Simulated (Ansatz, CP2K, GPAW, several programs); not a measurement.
**Many methods on one cell: LiNbO3 (cubic perovskite)**

LiNbO3, cubic perovskite, relaxed with r2SCAN in Ansatz, was computed with several methods. Space group Pm-3m (No. 221), cubic; a = 3.933 Å in the conventional setting, 12.17 Å³ an atom. Li has 12 O at 2.78 Å; Nb has 6 O at 1.97 Å; O has 2 Nb at 1.97 Å and 4 Li at 2.78 Å. Computed, not measured; no magnetism was allowed, and whether the structure is a known phase isn't checked.

```
CELL_PARAMETERS angstrom
3.93317 0.00000 0.00000
0.00000 3.93317 0.00000
0.00000 0.00000 3.93317
ATOMIC_POSITIONS crystal
Li 0.00000 0.00000 0.00000
Nb 0.50000 0.50000 0.50000
O 0.50000 0.50000 0.00000
O 0.50000 0.00000 0.50000
O 0.00000 0.50000 0.50000
```

Gaps and times are for a single point on this cell; volume and bulk modulus come from each method's own relaxation or energy curve at fixed shape. Times are rough, from shared hosts (Arm Neoverse V2), and each method has its own mesh and cell size. Gaps from k meshes are read at a limited set of points (mesh, symmetry points, PBE's band edges), so each method's own least gap may be somewhat smaller. Minimal bases can be far off for gaps. GLLB-SC's gap includes the derivative discontinuity. d marks a direct gap, i an indirect one (no mark: not told apart), a dash a value that wasn't computed or didn't pass its checks.

```
                          method              kind  gap (eV)  own volume (Å³/atom)  bulk modulus (GPa)  atoms computed  processor time
light PBE (260 eV, its own mesh)  light plane-wave    1.37 i                     –                   –               5          0.66 s
                             PBE         semilocal    1.74 i                 12.38                 184               5           1.9 s
                          r2SCAN         semilocal    2.13 i                 12.17                 200               5           4.5 s
                  GLLB-SC (GPAW)   model potential      3.79                     –                   –               5           8.6 s
                  PBE/SZV (CP2K)       small basis    0.75 i                 12.82                 183               5            12 s
                 PBE/DZVP (CP2K)       small basis    1.61 i                 12.41                 188               5            38 s
```

Against r2SCAN (2.13 eV) the nearest gap at the points sampled is that of PBE (-0.39 eV) and the farthest that of GLLB-SC (GPAW) (+1.66 eV). r2SCAN is only a yardstick of convenience: semilocal gaps usually lie below measured ones, which GLLB-SC and hybrids aim to mend.

Volumes against r2SCAN's: PBE +1.8 %, PBE/SZV (CP2K) +5.3 %, PBE/DZVP (CP2K) +1.9 %.

The runs are scalar-relativistic, without spin-orbit coupling.
